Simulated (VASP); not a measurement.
# GaP (F-43m) in VASP: phonons with LDA

Aim: the phonons of GaP with LDA.

Program: VASP 6.6.1. These are calculated values, not measurements. Logs are shortened: lines on timing, memory, paths and dates and some standing lists are left out, and cuts for length are marked.

**1. The structure**

It takes space group F-43m (No. 216, cubic). Conventional cell: a = 5.451 Å, b = 5.451 Å, c = 5.451 Å, α = 90.00°, β = 90.00°, γ = 90.00°. Around Ga (site symmetry -43m) lie 4 P at 2.36 Å. P (site symmetry -43m) has 4 Ga at 2.36 Å as nearest neighbours.

**2. Phonons, LDA**

POSCAR reads:

```
GaP
1.0
    0.0000000000      2.7252500000      2.7252500000
    2.7252500000      0.0000000000      2.7252500000
    2.7252500000      2.7252500000      0.0000000000
Ga P
1 1
Direct
    0.0000000000      0.0000000000      0.0000000000
    0.2500000000      0.2500000000      0.2500000000
```

INCAR.step1 reads:

```
SYSTEM = GaP
  PREC = Accurate
  ENCUT = 600
  EDIFF = 1E-8
  ISMEAR = 0
  SIGMA = 0.02
  LREAL = .FALSE.
  LASPH = .TRUE.
  NELM = 80
  ALGO = Normal
  ISIF = 3
  LWAVE = .FALSE.
  LCHARG = .FALSE.
  IBRION = 2
  NSW = 40
  EDIFFG = -0.002
```

INCAR.step2 reads:

```
SYSTEM = GaP
  PREC = Accurate
  ENCUT = 600
  EDIFF = 1E-8
  ISMEAR = 0
  SIGMA = 0.02
  LREAL = .FALSE.
  LASPH = .TRUE.
  NELM = 80
  ALGO = Normal
  ISIF = 2
  LWAVE = .FALSE.
  LCHARG = .FALSE.
  IBRION = 8
  NSW = 1
```

KPOINTS reads:

```
regular mesh
0
G
  8 8 8
  0 0 0
```

Potentials or basis: VASP PAW LDA potentials, release 64 (Ga_d, P).

The run is started by

```sh
> cat potpaw_LDA.64/Ga_d/POTCAR potpaw_LDA.64/P/POTCAR > POTCAR
> cp INCAR.step1 INCAR
> mpirun -np 1 vasp_std > vasp.out
> cp CONTCAR POSCAR
> cp INCAR.step2 INCAR
> mpirun -np 1 vasp_std > vasp.out
```

OUTCAR:

```text
SYSTEM = GaP
   PREC = Accurate
   ENCUT = 600
   EDIFF = 1E-8
   ISMEAR = 0
   LREAL = .FALSE.
   LASPH = .TRUE.
   NELM = 80
   ISIF = 2
   IBRION = 8
   NSW = 1

 ion  position               nearest neighbor table
   1  0.000  0.000  0.000-   2 2.34   2 2.34   2 2.34   2 2.34
   2  0.250  0.250  0.250-   1 2.34   1 2.34   1 2.34   1 2.34

  LATTYP: Found a face centered cubic cell.
 ALAT       =     5.3932608760

  Lattice vectors:

 A1 = (   0.0000000000,   2.6966304380,   2.6966304380)
 A2 = (   2.6966304380,   0.0000000000,   2.6966304380)
 A3 = (   2.6966304380,   2.6966304380,   0.0000000000)

Analysis of symmetry for initial positions (statically):
=====================================================================
 Subroutine PRICEL returns:
 Original cell was already a primitive cell.

 Routine SETGRP: Setting up the symmetry group for a
 face centered cubic supercell.

 Subroutine GETGRP returns: Found 24 space group operations
 (whereof 24 operations were pure point group operations)
 out of a pool of 48 trial point group operations.

The static configuration has the point symmetry T_d .

Analysis of symmetry for dynamics (positions and initial velocities):
=====================================================================
 Subroutine PRICEL returns:
 Original cell was already a primitive cell.

 Routine SETGRP: Setting up the symmetry group for a
 face centered cubic supercell.

 Subroutine GETGRP returns: Found 24 space group operations
 (whereof 24 operations were pure point group operations)
 out of a pool of 48 trial point group operations.

The dynamic configuration has the point symmetry T_d .

 Subroutine INISYM returns: Found 24 space group operations
 (whereof 24 operations are pure point group operations),
 and found     1 'primitive' translations

----------------------------------------------------------------------------------------

                                     Primitive cell

  volume of cell :      39.2188

  direct lattice vectors                    reciprocal lattice vectors
     0.000000000  2.696630438  2.696630438    -0.185416582  0.185416582  0.185416582
     2.696630438  0.000000000  2.696630438     0.185416582 -0.185416582  0.185416582
     2.696630438  2.696630438  0.000000000     0.185416582  0.185416582 -0.185416582

  length of vectors
     3.813611338  3.813611338  3.813611338     0.321150941  0.321150941  0.321150941

  position of ions in fractional coordinates (direct lattice)
     0.000000000  0.000000000  0.000000000
     0.250000000  0.250000000  0.250000000

  ion indices of the primitive-cell ions
   primitive index   ion index
                 1           1
                 2           2

----------------------------------------------------------------------------------------

 KPOINTS: regular mesh

Automatic generation of k-mesh.
 Grid dimensions read from file:
 generate k-points for:    8    8    8

 Generating k-lattice:

  Cartesian coordinates                     Fractional coordinates (reciprocal lattice)
    -0.023177073  0.023177073  0.023177073     0.125000000  0.000000000  0.000000000
     0.023177073 -0.023177073  0.023177073     0.000000000  0.125000000  0.000000000
     0.023177073  0.023177073 -0.023177073     0.000000000  0.000000000  0.125000000

  Length of vectors
     0.040143868  0.040143868  0.040143868

  Shift w.r.t. Gamma in fractional coordinates (k-lattice)
[... 86 lines left out ...]
  volume of cell :       39.22
 maximum number of plane-waves:      1363
   NGX = 15   NGY = 15   NGZ = 15

--------------------------------------- Ionic step        1  -------------------------------------------

 number of electron      17.9999993 magnetization

 Free energy of the ion-electron system (eV)
  ---------------------------------------------------
  ext. energy  EPLUGINS =         0.00000000
  ---------------------------------------------------
  free energy    TOTEN  =       -10.45082774 eV

  energy without entropy =      -10.45082774  energy(sigma->0) =      -10.45082774

 E-fermi :   4.9211     XC(G=0): -10.3058

 val. band max:        4.8368895640   @ k =   0.0000   0.0000   0.0000
 cond. band min:       6.2687514156   @ k =   0.5000   0.5000   0.0000
 fundamental gap:      1.4318618517
 Fermi energy:         4.9210722849

 k-point     1 :       0.0000    0.0000    0.0000
  band No.  band energies     occupation
      1      -9.9275      2.00000
      2      -9.9275      2.00000
      3      -9.9275      2.00000
      4      -9.8195      2.00000
      5      -9.8195      2.00000
      6      -7.9150      2.00000
      7       4.8369      2.00000
      8       4.8369      2.00000
      9       4.8369      2.00000
     10       6.7375      0.00000
     11       8.6205      0.00000
     12       8.6205      0.00000
     13       8.6205      0.00000
[... 354 lines left out ...]
  band No.  band energies     occupation
      1     -10.0192      2.00000
      2      -9.8943      2.00000
      3      -9.8806      2.00000
      4      -9.8256      2.00000
      5      -9.8116      2.00000
      6      -5.2950      2.00000
      7      -1.8124      2.00000
      8       1.4774      2.00000
      9       2.7894      2.00000
     10       8.2714      0.00000
     11       8.9890      0.00000
     12      11.2977      0.00000
     13      12.7358      0.00000

 [... further k-points ...]

------------------------ aborting loop because EDIFF is reached ----------------------------------------

  FORCE on cell =-STRESS in cart. coord.  units (eV):
  Direction    XX          YY          ZZ          XY          YZ          ZX
  --------------------------------------------------------------------------------------
  -------------------------------------------------------------------------------------
  Total       -0.0017262     -0.0017262     -0.0017262      0.0000000      0.0000000     -0.0000000
  in kB       -0.0705186     -0.0705186     -0.0705186      0.0000000      0.0000000     -0.0000000
  external PRESSURE =      -0.0705186 kB  Pullay stress =       0.0000000 kB

 VOLUME and BASIS-vectors are now :
 -----------------------------------------------------------------------------
  energy-cutoff  :      600.00
  volume of cell :       39.22
      direct lattice vectors                 reciprocal lattice vectors
     0.000000000  2.696630438  2.696630438    -0.185416582  0.185416582  0.185416582
     2.696630438  0.000000000  2.696630438     0.185416582 -0.185416582  0.185416582
     2.696630438  2.696630438  0.000000000     0.185416582  0.185416582 -0.185416582

 POSITION                                       TOTAL-FORCE (eV/Angst)
 -----------------------------------------------------------------------------------
      0.00000      0.00000      0.00000         0.000000      0.000000      0.000000
      1.34832      1.34832      1.34832        -0.000000     -0.000000     -0.000000
 -----------------------------------------------------------------------------------
    total drift:                               -0.000000     -0.000000     -0.000000

  FREE ENERGIE OF THE ION-ELECTRON SYSTEM (eV)
  ---------------------------------------------------
  free  energy   TOTEN  =       -10.4508277366 eV

  energy  without entropy=      -10.4508277366  energy(sigma->0) =      -10.45082774

[... ionic steps 2 to 3 ...]

--------------------------------------- Ionic step        4  -------------------------------------------

------------------------ aborting loop because EDIFF is reached ----------------------------------------

[... ionic steps 5 to 6 ...]

--------------------------------------- Ionic step        7  -------------------------------------------

 Free energy of the ion-electron system (eV)
  ---------------------------------------------------
  ---------------------------------------------------
  free energy    TOTEN  =        -0.04769460 eV

  energy without entropy =       -0.04769460

------------------------ aborting loop because EDIFF is reached ----------------------------------------

 INTERNAL STRAIN TENSOR  FOR ION    2  DIRECTION 1   (eV/Angst):
 -----------------------------------------------------------------------------
     0.01289  0.00000  0.00000
     0.00000 -0.00427 -7.72598
     0.00000 -7.72598 -0.00427

 INTERNAL STRAIN TENSOR FOR ION    2 for displacements in x,y,z  (eV/Angst):
          X           Y           Z          XY          YZ          ZX
  --------------------------------------------------------------------------------
  x     0.00000    -0.00000    -0.00000     0.00000    -7.72598     0.00000
  y     0.00000     0.00000     0.00000     0.00000     0.00000    -7.72598
  z    -0.00000    -0.00000     0.00000    -7.72598     0.00000     0.00000

 SECOND DERIVATIVES (NOT SYMMETRIZED)
 ------------------------------------
               1X          1Y          1Z          2X          2Y          2Z
  1X   -10.434279    0.000000    0.000000   10.434279    0.000000    0.000000
  1Y     0.000000  -10.434279    0.000000    0.000000   10.434279    0.000000
  1Z     0.000000    0.000000  -10.434279    0.000000    0.000000   10.434279
  2X    10.473236    0.000000    0.000000  -10.473236    0.000000    0.000000
  2Y     0.000000   10.473236    0.000000    0.000000  -10.473236    0.000000
  2Z     0.000000    0.000000   10.473236    0.000000    0.000000  -10.473236

 Eigenvectors and eigenvalues of the dynamical matrix
 ----------------------------------------------------

   1 f  =   10.918534 THz    68.603171 2PiTHz  364.203083 cm-1    45.155407 meV
             X         Y         Z           dx          dy          dz
      0.000000  0.000000  0.000000     0.000000    0.553898    0.000000
      1.348315  1.348315  1.348315     0.000000   -0.832584    0.000000
[... 21 lines left out ...]
   6 f/i=    0.009382 THz     0.058950 2PiTHz    0.312954 cm-1     0.038801 meV
             X         Y         Z           dx          dy          dz
      0.000000  0.000000  0.000000     0.000000    0.000000    0.832584
      1.348315  1.348315  1.348315     0.000000    0.000000    0.553898

--------------------------------------------------------------------------------------------------------

 ELASTIC MODULI CONTR FROM IONIC RELAXATION (kBar)
 Direction    XX          YY          ZZ          XY          YZ          ZX
 --------------------------------------------------------------------------------
 XX          -0.0000      0.0000      0.0000     -0.0000      0.0000      0.0000
 YY           0.0000     -0.0000      0.0000     -0.0000     -0.0000     -0.0000
 ZZ           0.0000      0.0000     -0.0000      0.0000     -0.0000      0.0000
 XY          -0.0000     -0.0000      0.0000   -230.4829      0.0000      0.0000
 YZ           0.0000     -0.0000     -0.0000      0.0000   -230.4829     -0.0000
 ZX           0.0000     -0.0000      0.0000      0.0000     -0.0000   -230.4829
 --------------------------------------------------------------------------------
```

Run time: 2.4 min. Hardware: 1 thread of Intel Xeon Platinum 8488C (Sapphire Rapids), shared host; peak memory 0.28 GiB.

Results:

```yaml
Relaxed_volume: 19.61 Å³/atom
Relaxed_cell: a = 3.814 Å, b = 3.814 Å, c = 3.814 Å, α = 60.00°, β = 60.00°, γ = 60.00°
Space_group_after_relaxing_to_0.05_Å: F-43m (No. 216)
Highest_phonon_frequency_at_Γ_LO-TO_splitting_left_out: 364 cm⁻¹
```

Step by step:
| step | energy change (eV) | largest force (eV/Å) | pressure (GPa) | volume (Å³) |
| --- | --- | --- | --- | --- |
| 1 | 0.0000 | 0.0000 | -2.67 | 40.48 |
| 2 | -0.0074 | 0.0000 | 1.62 | 38.54 |
| 3 | -0.0108 | 0.0000 | 0.00 | 39.22 |

Final structure:
```
CELL_PARAMETERS angstrom
0.00000 2.69663 2.69663
2.69663 0.00000 2.69663
2.69663 2.69663 0.00000
ATOMIC_POSITIONS crystal
Ga 0.00000 0.00000 0.00000
P 0.25000 0.25000 0.25000
```

Phonon frequencies in cm⁻¹ (negative: imaginary):
```csv
q point,frequencies
"(0.000, 0.000, 0.000)",0 0 0 364 364 364
```
